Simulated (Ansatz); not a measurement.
## Self-trapping of an added hole in LiF (Fm-3m)

Aim: find out whether an added hole stays on one F atom in LiF (Fm-3m) by distorting the lattice there, how its energy compares with the band edge, and how the answer depends on the level of theory. The model is a cell of 128 host atoms.

Method: plane-wave PAW DFT, PBE0; relaxation of all atoms of a supercell at fixed charge in a uniform background; PAW set soft_1, in Ansatz 0.2.0.

Report form: the programs' logs are mostly left out.

In doubt: the hybrid run may have settled on a false gap or state (step 2), so the values of those runs are not to be relied on.

**1. Set-up**

The cell holds 128 atoms: 64 Li and 64 F. Cell: a = 11.332 Å, b = 11.332 Å, c = 11.332 Å, α = 60.0°, β = 60.0°, γ = 60.0°. It derives from LiF (space group Fm-3m). Nearest the centre at fractional (0.375, 0.625, 0.375): F52 at 0.00 Å, Li59 at 2.15 Å, Li83 at 2.15 Å, Li53 at 2.15 Å, Li91 at 2.15 Å, Li85 at 2.15 Å, Li61 at 2.15 Å, F50 at 2.83 Å. The cell carries charge +1.

The host's dielectric constants go in as inputs: 2.09 for the electrons alone, 9.46 with the ions, computed on the host (DFPT, PBEsol).

The cell's shortest repeat is 11.3 Å.

The centre named in tables marks the trial (one F atom), and distances without another origin count from it. The distances above are those of the displaced start.

**2. Relaxation with the hole, PBE0**

A share of exact exchange removes much of the self-interaction that would spread the carrier over the cell. The share of exact exchange was chosen, not fitted; 1/ε∞ of the host is 0.48. A carrier doesn't trap itself from the perfect lattice, where equivalent sites compete, so the atoms around the trial site start displaced and the spin starts there. The total moment is locked to that of one carrier.

Contents of qp1_M1_trap.hrelax/input.yaml:

```yaml
crystal:
  lattice:
    - [0.0, 8.01317276, 8.01317276]
    - [8.01317276, 0.0, 8.01317276]
    - [8.01317276, 8.01317276, 0.0]
  atoms:
    - { symbol: Li, position: [0.0, 0.0, 0.0] }
    - { symbol: F, position: [0.125, 0.125, 0.125] }
[... 11 atom lines left out ...]
    - { symbol: F, position: [0.125, 0.375, 0.625] }
[... 5 atom lines left out ...]
    - { symbol: F, position: [0.125, 0.625, 0.375] }
[... 1 atom line left out ...]
    - { symbol: F, position: [0.125, 0.625, 0.625] }
[... 3 atom lines left out ...]
    - { symbol: F, position: [0.125, 0.875, 0.125] }
    - { symbol: Li, position: [0.0, 0.75, 0.25] }
    - { symbol: F, position: [0.125, 0.875, 0.375] }
    - { symbol: Li, position: [0.0, 0.75, 0.5] }
    - { symbol: F, position: [0.125, 0.875, 0.625] }
[... 2 atom lines left out ...]
    - { symbol: Li, position: [0.25, 0.0, 0.0] }
[... 1 atom line left out ...]
    - { symbol: Li, position: [0.25, 0.0, 0.25] }
[... 1 atom line left out ...]
    - { symbol: Li, position: [0.25, 0.0, 0.5] }
[... 6 atom lines left out ...]
    - { symbol: F, position: [0.375, 0.375, 0.375] }
[... 1 atom line left out ...]
    - { symbol: F, position: [0.375, 0.375, 0.625] }
[... 3 atom lines left out ...]
    - { symbol: F, position: [0.375, 0.625, 0.125] }
    - { symbol: Li, position: [0.25, 0.5, 0.25] }
    - { symbol: F, position: [0.375, 0.625, 0.375], spin: 1.0 }
    - { symbol: Li, position: [0.24064, 0.49064, 0.50936] }
    - { symbol: F, position: [0.375, 0.625, 0.625] }
    - { symbol: Li, position: [0.25, 0.5, 0.75] }
[... 1 atom line left out ...]
    - { symbol: Li, position: [0.25, 0.75, 0.0] }
    - { symbol: F, position: [0.375, 0.875, 0.125] }
    - { symbol: Li, position: [0.24064, 0.75936, 0.24064] }
    - { symbol: F, position: [0.375, 0.875, 0.375] }
    - { symbol: Li, position: [0.24064, 0.75936, 0.50936] }
[... 12 atom lines left out ...]
    - { symbol: F, position: [0.625, 0.375, 0.125] }
    - { symbol: Li, position: [0.5, 0.25, 0.25] }
    - { symbol: F, position: [0.625, 0.375, 0.375] }
    - { symbol: Li, position: [0.5, 0.25, 0.5] }
    - { symbol: F, position: [0.625, 0.375, 0.625] }
[... 2 atom lines left out ...]
    - { symbol: Li, position: [0.5, 0.5, 0.0] }
    - { symbol: F, position: [0.625, 0.625, 0.125] }
    - { symbol: Li, position: [0.50936, 0.49064, 0.24064] }
    - { symbol: F, position: [0.625, 0.625, 0.375] }
    - { symbol: Li, position: [0.50936, 0.49064, 0.50936] }
[... 3 atom lines left out ...]
    - { symbol: Li, position: [0.5, 0.75, 0.0] }
    - { symbol: F, position: [0.625, 0.875, 0.125] }
    - { symbol: Li, position: [0.50936, 0.75936, 0.24064] }
[... 1 atom line left out ...]
    - { symbol: Li, position: [0.5, 0.75, 0.5] }
[... 13 atom lines left out ...]
    - { symbol: Li, position: [0.75, 0.25, 0.25] }
[... 1 atom line left out ...]
    - { symbol: Li, position: [0.75, 0.25, 0.5] }
[... 3 atom lines left out ...]
    - { symbol: Li, position: [0.75, 0.5, 0.0] }
[... 1 atom line left out ...]
    - { symbol: Li, position: [0.75, 0.5, 0.25] }
[... 1 atom line left out ...]
    - { symbol: Li, position: [0.75, 0.5, 0.5] }
[... 3 atom lines left out ...]
    - { symbol: Li, position: [0.75, 0.75, 0.0] }
[... 1 atom line left out ...]
    - { symbol: Li, position: [0.75, 0.75, 0.25] }
[... 4 atom lines left out ...]
    - { symbol: F, position: [0.875, 0.875, 0.875] }
  host:
    repeats: [4, 4, 4]
    atoms:
      - { symbol: Li, position: [0.0, 0.0, 0.0] }
      - { symbol: F, position: [0.5, 0.5, 0.5] }
total_charge: 1
basis:
  ecutwfc: 420
  xc_grid: 2
hamiltonian:
  xc: pbe0
  pseudopotentials: { kind: paw, azcp: { folder: soft_1 } }
kpoints:
  mp_grid: { grid: [1, 1, 1] }
magnetization:
  spin_polarized: true
  initial_magnetization: 1
  spin_locking: { lock_magnetization: hard }
scf:
  occupations: { method: fixed }
  max_iter: 80
output:
  forces: true
  charged_corrections:
    epsilon: 2.09
    static_epsilon: 9.46
    defect_position: [0.375, 0.625, 0.375]
relax:
  f_tol: 0.03
  max_steps: 45
  random_displacement: { amplitude: 0.02, seed: 2598 }
checkpoint:
  write: "../qp1_M1_trap.hrelax.run"
  compress: false
  write_wavefunctions: true
  write_every: 100000
```

Command:

```bash
ansatz run input.yaml --threads 32 --pin off --max-ram 84787MiB --backend cuda --events-out ev --progress --plain --runs-dir out --max-vram 78GiB
```

Wall time 2.9 min (1 × NVIDIA GB200 with 32 threads of Arm Neoverse V2, shared host); peak memory 2.1 GiB; 7.3 min of CPU time.

Relaxation path:

| step | energy less that of the first step (eV) | largest force component (eV/Å) |
| --- | --- | --- |
| 1 | 0.0000 | 0.3204 |
| 2 | -0.1434 | 0.2503 |
| 3 | 0.3452 | 0.5796 |
| 4 | -0.2976 | 0.1018 |
| 5 | -0.3144 | 0.0857 |
| 6 | -0.3341 | 0.1708 |
| 7 | -0.3734 | 0.2860 |
| 8 | -0.5611 | 0.2599 |
| 9 | -0.3765 | 1.6882 |
| 10 | -0.6093 | 0.0877 |
| 11 | -0.4832 | 0.4575 |
| 12 | -0.6141 | 0.0456 |
| 13 | -0.6150 | 0.0059 |

Relaxation steps 3, 9, 11 were tried and not accepted.

The atoms that moved most (Å, from the sites as typed, ahead of the random displacement):

| atom | dx | dy | dz | length |
| --- | --- | --- | --- | --- |
| F20 | 0.000 | 0.299 | 0.300 | 0.424 |
| F52 | 0.000 | -0.298 | -0.298 | 0.421 |
| Li53 | 0.001 | 0.190 | -0.039 | 0.194 |
| Li59 | 0.000 | -0.039 | 0.190 | 0.194 |
| Li27 | 0.000 | -0.165 | 0.022 | 0.167 |
| Li21 | 0.000 | 0.022 | -0.165 | 0.166 |
| Li51 | -0.113 | 0.026 | 0.026 | 0.119 |
| Li29 | 0.113 | 0.026 | 0.026 | 0.118 |

The moves above count from the input, in which the atoms at the trial site were already displaced.

Neighbours of the ideal centre at the end:

| atom | distance (Å) |
| --- | --- |
| F52 | 0.422 |
| Li61 | 2.116 |
| Li83 | 2.116 |
| Li91 | 2.167 |
| Li85 | 2.168 |
| Li59 | 2.201 |
| Li53 | 2.202 |
| F20 | 2.410 |

Among the atoms that came to bonding distance: F20–F52 1.99 Å (from 2.83).

Largest moments: 0.47 μB on F52, 0.47 μB on F20 and 0.00 μB on F116. The sizes of the moments in the atoms' spheres add to about 1.0 μB, shared by 2.2 atoms in effect, 98 % of it within 3.2 Å of the largest: the carrier is localised at or next to the trial site.

**3. The states that it is compared with**

Its energy has a meaning only beside the cell without the carrier and the carrier left in the undistorted cell, under the same functional.

Times on 1 × NVIDIA GB200 with 32 threads of Arm Neoverse V2, shared host:

| charge | start | kind | largest moment on one atom (μB) | time |
| --- | --- | --- | --- | --- |
| 0 | ideal sites | relaxation | - | 7.7 s |
| +1 | ideal sites | single point, state in doubt | 0.02 | 14 s |

Distances from F52, which holds the largest moment, without and with the hole:

| atom | without (Å) | with (Å) | change (Å) |
| --- | --- | --- | --- |
| Li59 | 2.00 | 1.96 | -0.04 |
| Li53 | 2.00 | 1.96 | -0.04 |
| F20 | 2.83 | 1.99 | -0.84 |
| Li91 | 2.00 | 2.48 | 0.48 |
| Li61 | 2.00 | 2.15 | 0.15 |
| Li83 | 2.00 | 2.15 | 0.15 |
| Li85 | 2.00 | 2.48 | 0.48 |

The hole binds F52 and F20 into a pair, 2.83 Å apart without it and 1.99 Å with it.

**4. States in the gap, PBE0**

A single point on the relaxed atoms asks for the levels and how far each is spread.

Contents of qp1_M1_trap.hyb/input.yaml:

```yaml
crystal:
  checkpoint: "../qp1_M1_trap.hrelax.run"
  host: checkpoint
total_charge: 1
basis:
  ecutwfc: 420
  xc_grid: 2
hamiltonian:
  xc: pbe0
  pseudopotentials: { kind: paw, azcp: { folder: soft_1 } }
kpoints:
  mp_grid: { grid: [1, 1, 1] }
magnetization:
  spin_polarized: true
  initial_magnetization: 1
  spin_locking: { lock_magnetization: hard }
scf:
  occupations: { method: fixed }
  max_iter: 80
output:
  forces: true
  charged_corrections:
    epsilon: 2.09
    static_epsilon: 9.46
    defect_position: [0.375, 0.625, 0.375]
  eigenvalues: true
  eigenstates: { localisation: true }
  efg: {}
checkpoint:
  read: "../qp1_M1_trap.hrelax.run"
  write: "../qp1_M1_trap.hyb.run"
  compress: false
  write_wavefunctions: true
  write_every: 100000
```

The job ended after 16 s (1 × NVIDIA GB200 with 32 threads; peak memory 2.3 GiB).

From eigenstates.tsv, first k-point; energies on the run's zero. The participation number counts the atoms that a state is spread over, of 128; bands count from 0.

| spin | band | energy (eV) | occupation | participation | largest share on | share |
| --- | --- | --- | --- | --- | --- | --- |
| down | 313 | -1.131 | 1.00 | 30.9 | F42 | 0.06 |
| down | 314 | -1.128 | 1.00 | 30.6 | F36 | 0.06 |
| down | 315 | -1.118 | 1.00 | 34.8 | F106 | 0.04 |
| down | 316 | -1.042 | 1.00 | 55.4 | F72 | 0.03 |
| down | 317 | -1.034 | 1.00 | 56.8 | F104 | 0.03 |
| down | 318 | -1.032 | 1.00 | 60.2 | F104 | 0.03 |
| down | 319 | 2.070 | 0.00 | 2.3 | F20 | 0.46 |
| down | 320 | 11.181 | 0.00 | 104.2 | F20 | 0.02 |
| down | 321 | 12.269 | 0.00 | 67.4 | F20 | 0.05 |
| down | 322 | 12.289 | 0.00 | 52.8 | F52 | 0.05 |
| down | 323 | 12.583 | 0.00 | 85.4 | F26 | 0.03 |
| up | 314 | -1.132 | 1.00 | 30.7 | F42 | 0.06 |
| up | 315 | -1.129 | 1.00 | 31.0 | F36 | 0.05 |
| up | 316 | -1.118 | 1.00 | 34.8 | F106 | 0.04 |
| up | 317 | -1.041 | 1.00 | 56.5 | F72 | 0.03 |
| up | 318 | -1.035 | 1.00 | 55.7 | F104 | 0.03 |
| up | 319 | -1.034 | 1.00 | 59.8 | F104 | 0.03 |
| up | 320 | 11.151 | 0.00 | 96.9 | F20 | 0.03 |
| up | 321 | 12.136 | 0.00 | 42.8 | F20 | 0.06 |
| up | 322 | 12.212 | 0.00 | 66.9 | F52 | 0.05 |
| up | 323 | 12.580 | 0.00 | 84.8 | F26 | 0.03 |
| up | 324 | 12.581 | 0.00 | 75.3 | Li123 | 0.03 |

Under PBE0 at the zone centre alone, the highest filled state is spin down, spread over 60 of 128 atoms, and the lowest empty one, 3.10 eV above it, is spin down, spread over 2 of 128 atoms.

The largest moments in the atoms' spheres: F20 0.47, F52 0.47, F84 0.00, F116 0.00, F118 0.00, F18 0.00 μB.

Isotropic hyperfine couplings from the contact spin densities (Fermi contact term with core polarisation, no dipolar part), the largest:

| atom | isotope | distance from the centre (Å) | contact spin density (e/Å³) | A (MHz) |
| --- | --- | --- | --- | --- |
| F52 | 19F | 0.42 | 0.771 | 480.9 |
| F20 | 19F | 2.41 | 0.771 | 480.7 |
| F50 | 19F | 2.88 | -0.0125 | -7.8 |
| F44 | 19F | 2.88 | -0.0125 | -7.8 |
| F28 | 19F | 2.88 | -0.0125 | -7.8 |
| F22 | 19F | 2.88 | -0.0125 | -7.8 |
| Li59 | 7Li | 2.20 | -0.0179 | -4.6 |
| Li53 | 7Li | 2.20 | -0.0179 | -4.6 |
| F84 | 19F | 2.77 | 0.00419 | 2.6 |
| F116 | 19F | 5.61 | 0.00410 | 2.6 |

Uncorrected and at zero smearing, the relaxed cell lies 0.69 eV below the carrier in the undistorted cell.

This is not yet the binding energy: the image correction is missing, and with exact exchange at one k-point the spread carrier of the reference is itself shifted by a finite-cell term.

**5. Placing the level against the band edges**

A charged cell interacts with its images and has another zero of potential than the host, so place-levels corrects and aligns it with a run of the defect-free crystal.

Contents of levels.hyb.yaml:

```yaml
host:
  run: host.hyb.run
states: [qp1_M1_trap.hyb.run, q0_ideal.hyb.run]
geometry_from:
  qp1_M1_trap.hyb.run: qp1_M1_trap.hrelax.run
  q0_ideal.hyb.run: q0_ideal.hrelax.run
chemical_potentials: {}
```

Command:

```bash
ansatz place-levels levels.hyb.yaml -- --threads 32 --pin off --max-ram 84787MiB --backend cuda --max-vram 78GiB
```

Run time: 0.21 s. Hardware: 32 threads.

Counted from the neutral cell, this state lies 0.63 eV below a free hole at the valence top.

**6. Koopmans check**

With the atoms held, the hole is filled again. If the energy is linear in the filling of the trapped state, its one-particle level equals the difference of the two total energies; the miss tells whether the cure for self-interaction is too weak or too strong.

Contents of vertical.hyb.yaml:

```yaml
host:
  run: host.hyb.run
states: [qp1_M1_trap.hyb.run, q0_ideal.hyb.run]
geometry_from:
  qp1_M1_trap.hyb.run: qp1_M1_trap.hrelax.run
  q0_ideal.hyb.run: q0_ideal.hrelax.run
  qp1_M1_trap.hyb.at_q0.run: qp1_M1_trap.hrelax.run
chemical_potentials: {}
epsilon: 2.09
static_epsilon: 9.46
vertical:
  - { from: qp1_M1_trap.hyb.run, to: qp1_M1_trap.hyb.at_q0.run, alignment: { sites: { defect_position: [0.375, 0.625, 0.375] } } }
```

Command:

```bash
ansatz place-levels vertical.hyb.yaml -- --threads 32 --pin off --max-ram 84787MiB --backend cuda --max-vram 78GiB
```

Elapsed: 0.42 s, on 32 threads.

For the trial state:

| vertical level from total energies (eV) | its correction (eV) | one-particle level at charge +1 (eV) | at charge 0 (eV) |
| --- | --- | --- | --- |
| 4.05 | 0.57 | 2.70 | 5.34 |

All above the valence top and corrected for the images. The level at charge +1 misses the vertical level by 1.35 eV.

**7. Relaxing again with PBEsol**

The relaxed structure is now handed to a plain semilocal functional and relaxed again, to see what is left without exact exchange or U. The start is the structure of PBE0.

Contents of qp1_M1_trap.semirelax/input.yaml:

```yaml
crystal:
  checkpoint: "../qp1_M1_trap.hrelax.run"
  host: checkpoint
total_charge: 1
basis:
  ecutwfc: 420
  xc_grid: 2
hamiltonian:
  xc: pbesol
  pseudopotentials: { kind: paw, azcp: { folder: soft_1 }, xc_functional: pbe }
kpoints:
  mp_grid: { grid: [1, 1, 1] }
magnetization:
  spin_polarized: true
  initial_magnetization: 1
  spin_locking: { lock_magnetization: hard }
scf:
  occupations: { method: fermi_dirac, width: 0.01 }
  max_iter: 80
output:
  forces: true
  charged_corrections:
    epsilon: 2.09
    static_epsilon: 9.46
    defect_position: [0.375, 0.625, 0.375]
relax:
  f_tol: 0.02
  max_steps: 60
  escape_saddle: false
checkpoint:
  read: "../qp1_M1_trap.hrelax.run"
  write: "../qp1_M1_trap.semirelax.run"
  compress: false
  write_wavefunctions: true
  write_every: 100000
```

Command:

```bash
ansatz run input.yaml --threads 32 --pin off --max-ram 84787MiB --backend cuda --events-out ev --progress --plain --runs-dir out --max-vram 78GiB
```

The job ended after 6.2 s (1 × NVIDIA GB200 with 32 threads; peak memory 1.7 GiB).

The relaxation took 6 steps and gained 0.74 eV.

From the single point at the end of this step. The sizes of the moments in the atoms' spheres add to about 1.0 μB, shared by more than 30 atoms in effect: the carrier has spread out.

No level is given here: the program refused to align this charged cell with the host.

**8. All levels of theory side by side**

| level of theory | atoms | gap (eV) | atoms that share the moment | localised | energy against the free hole (eV) | Koopmans miss (eV) | time for the trial state |
| --- | --- | --- | --- | --- | --- | --- | --- |
| PBE0 † | relaxed | 12.32 | 2.2 | yes | -0.63 | -1.35 | 3.2 min |
| PBEsol | relaxed | - | more than 30 | no | - | - | 9.4 s |

† Here the hybrid relaxation or its single point carries a warning about the state that it reached (a narrow gap in its semilocal warm-up or between frontier levels), so a lower state with the carrier may exist.

**9. What came out**

* carrier localised (PBEsol): no
* state found, lowest state in doubt (PBE0): localised

With PBE0 the hole is localised, shared by F52 and F20, and lies 0.63 eV below the free carrier: a stable small polaron at this level. The hybrid relaxation or its single point carries a warning about the state that it reached (a narrow gap in its semilocal warm-up or between frontier levels), so a lower state with the carrier may exist; the numbers describe the state found. The hole binds F52 and F20 into a pair, 2.83 Å apart without it and 1.99 Å with it (PBE0). The answer hangs on the method: localised after relaxing with PBE0, spread with PBEsol. Semilocal functionals favour spread carriers, so their answer alone decides nothing. PBE0, the one setting checked, misses the Koopmans condition by 1.35 eV, in the direction of too weak a cure for self-interaction, so trapping is likely understated there. A relaxation step took 13 s with PBE0 and 1 s with PBEsol. The point with the carrier in the undistorted cell ran without the search for lower states. One trial site was relaxed, so another site or form can lie lower. What this leaves open: sampling at the zone centre alone can move energies of charged and open-shell states by tenths of an eV or more in cells of this size.

[Logs are printed without paths, hosts, clocks, repeated set-up lines and the standing remarks that a program may print on its own settings, such as how far it seeks lower states.]

[Hosts, paths, dates, database ids (printed as entryN), source tags and the programs' standing remarks are cut or masked in the printed files.]

[For some hosts the program warned that the k-mesh of the response run may be too coarse for force constants and the static dielectric constant; such warnings are not shown here.]
